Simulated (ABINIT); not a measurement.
The system is TiC.

```
Ti C
1.0
     0.00000    2.16572    2.16572
     2.16572    0.00000    2.16572
     2.16572    2.16572    0.00000
Ti C
1 1
Direct
  0.00000 0.00000 0.00000
  0.50000 0.50000 0.50000
```

The cell is a database's computed one.

Base run:

| Item | Value |
| --- | --- |
| Program | ABINIT 10.8.3 (patched build) |
| Functional | PBEsol |
| Potentials or basis | JTH PAW PBE v2.0 |
| Cutoff | 517 eV |
| k mesh | 14 × 14 × 14 |
| Occupations | fermi-dirac, width 0.05 eV |
| Spin | no spin polarisation |

Its results: band gap on the k mesh none (metal or under the smearing width); pressure -6.0 GPa.

**Question.** The run is repeated on the same cell with these changes: k mesh from 14 × 14 × 14 to 4 × 4 × 4. What comes out?

**Answer.** Band gap on the k mesh none (metal or under the smearing width); pressure -6.9 GPa.

Caveats: some runs use coarse meshes; the PAW data sets were made with another functional, which shifts forces and pressure a little.
